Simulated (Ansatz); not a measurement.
**HgTe (Coloradoite) under changes of volume**

One of the cells (33.215 Å³/atom); the others are scaled copies at fixed shape and fractional positions:

```
Hg Te
1.0
     0.00000    3.21450    3.21450
     3.21450    0.00000    3.21450
     3.21450    3.21450    0.00000
Hg Te
1 1
Direct
  0.00000 0.00000 0.00000
  0.75000 0.75000 0.75000
```

```yaml
Program: Ansatz 0.2.0
Functional: PBE0
Potentials_or_basis: Ansatz PAW
Cutoff: "420 eV (not typed: the program's choice for these potentials)"
k_mesh: 4 × 4 × 4
Occupations: fermi-dirac, width 0.05 eV
Spin: no spin polarisation
```

| volume (Å³/atom) | energy over the lowest point (meV/atom) | pressure (GPa) | gap on the mesh (eV) |
| --- | --- | --- | --- |
| 31.223 | 82.78 | 7.1 | 0.92 |
| 31.887 | 56.33 | 5.7 | 0.85 |
| 32.551 | 35.66 | 4.3 | 0.78 |
| 33.215 | ? | ? | ? |
| 33.880 | 9.47 | 2.1 | 0.65 |
| 34.544 | 2.86 | 1.1 | 0.59 |
| 35.208 | 0.00 | 0.3 | 0.53 |

Task: What does the run at 33.215 Å³/atom give?

Result: Energy over the lowest point 20.20 meV/atom; pressure 3.1 GPa; gap on the mesh 0.72 eV.

Worked out: A Birch-Murnaghan fit of order 3 (a polynomial in V^(-2/3)) to the other rows has its minimum at 35.44 Å³/atom, just outside them, with B0 = V·E''(V) = 41 GPa and B' = 4.9. It gives 20.25 meV/atom at 33.215 Å³/atom, against the run's 20.20, and -dE/dV = 3.1 GPa, against 3.1. A straight line through the other rows of the gap, of slope -3.25 eV per unit of ln V (its deformation potential), gives 0.72 eV, against the run's 0.72.

Energies are extrapolated to zero smearing.

Caveats: some runs use coarse meshes; spin-orbit coupling is left out, which moves the levels of the heavy elements; the PAW data sets come from PBE, with cores solved anew for the run's functional, which leaves a small shift of forces and pressure; the thresholds are loose for stress.
